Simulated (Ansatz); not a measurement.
**Se: what a guessed cell relaxes into**

The task: take a trial cell of Se to zero force and stress.

Method: DFT PBE, scalar-relativistic, plane waves, PAW, in Ansatz 0.2.0.

### 1 The starting structure

It takes space group C2/c (No. 15, monoclinic). The conventional cell has a = 5.482 Å, b = 5.693 Å, c = 6.297 Å, α = 90.00°, β = 99.08°, γ = 90.00°. Around Se (site symmetry 1) lie 1 Se at 2.10 Å. Se (site symmetry -1) has 6 Se at 2.42 to 2.51 Å as nearest neighbours.

Coordinates:

```xyz
6
Lattice="2.7411 -2.8463 0.0000 2.7411 2.8463 0.0000 -0.9940 0.0000 6.2181" Properties=species:S:1:pos:R:3 pbc="T T T"
Se    1.2993    0.8375    2.3508
Se    3.6859    0.8375    0.7582
Se    3.1889   -0.8375    3.8673
Se    0.8023   -0.8375    5.4599
Se    1.3705    1.4231    0.0000
Se    0.8736   -1.4231    3.1091
```

A structure generator made this guess: 4-, 6-connected net of one element (C2/c, No. 15). Its size is a rough estimate.

### 2 The guess as it stands, on a coarse mesh

The input, input.yaml:

```yaml
crystal:
  lattice:
    - [2.74108561, -2.84626862, 0.0]
    - [2.74108561, 2.84626862, 0.0]
    - [-0.99396826, 0.0, 6.21814689]
  atoms:
    - { symbol: Se, position: [0.15842726, 0.45266456, 0.37805889] }
    - { symbol: Se, position: [0.54733544, 0.84157274, 0.12194111] }
    - { symbol: Se, position: [0.84157274, 0.54733544, 0.62194111] }
    - { symbol: Se, position: [0.45266456, 0.15842726, 0.87805889] }
    - { symbol: Se, position: [0.0, 0.5, 0.0] }
    - { symbol: Se, position: [0.5, 0.0, 0.5] }
basis:
  ecutwfc: 420
kpoints:
  mp_grid: { grid: [4, 4, 4] }
hamiltonian:
  xc: pbe
scf:
  occupations: { method: gaussian, width: 0.1 }
  lower_state_search: "off"
output:
  forces: true
  stress: true
  eigenvalues: true
```

Command:

```sh
$ ansatz run input.yaml --threads 1 --pin off --max-ram 2560MiB --backend cpu --events-out ev --progress --plain --runs-dir out
```

The session goes on with these runs: a loose first relaxation; final relaxation.

Before running it: what results should come out? Wanted: conventional cell; volume; energy over the standard state; gap on the mesh.

**Answer**, as computed:

| quantity | value |
| --- | --- |
| symmetry at the end (tolerance 0.02 Å) | space group C2/c (No. 15) |
| conventional cell | a = 5.919 Å, b = 5.887 Å, c = 10.361 Å, α = 90.00°, β = 103.97°, γ = 90.00° |
| volume | 29.20 Å³/atom |
| energy over the standard state | +0.16 eV/atom |
| gap on the mesh | 0.48 eV |

In words: The space group C2/c (No. 15) is kept, and the volume per atom grows by 80.6 % from the first guess. It lies above the element's standard state, so it is metastable at best. No finished test with a distortion of lower symmetry is shown, so the end may be a saddle point. Layers here are held mostly by dispersion, which this level lacks, so their spacing and the stiffness across them are unreliable there.
